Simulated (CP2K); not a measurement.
CdTe:

```
CELL_PARAMETERS angstrom
4.53255 0.00000 0.00000
2.26628 3.92531 0.00000
2.26628 1.30844 3.70082
ATOMIC_POSITIONS crystal
Te 0.75000 0.75000 0.75000
Cd 0.00000 0.00000 0.00000
```

Program: CP2K 2026.2. Alike in all runs: task band structure; potentials or basis POTENTIAL_UZH Te GTH-PBE-q6, Cd GTH-PBE-q12; TZVP-MOLOPT-PBE-GTH basis; no spin polarisation; cell as given; k mesh 7 × 7 × 7; smearing fermi-dirac 0.05 eV.

Problem. Order these runs on this cell by their band gap on the k mesh, lowest first.
A. level LDA
B. level MS2
C. level RPBE

Solution. A (0.61 eV), C (1.01 eV), B (1.17 eV).

Caveats: spin-orbit coupling is left out, which moves the levels of the heavy elements; the basis of atomic orbitals isn't converged, which shifts pressures, moduli and gaps.
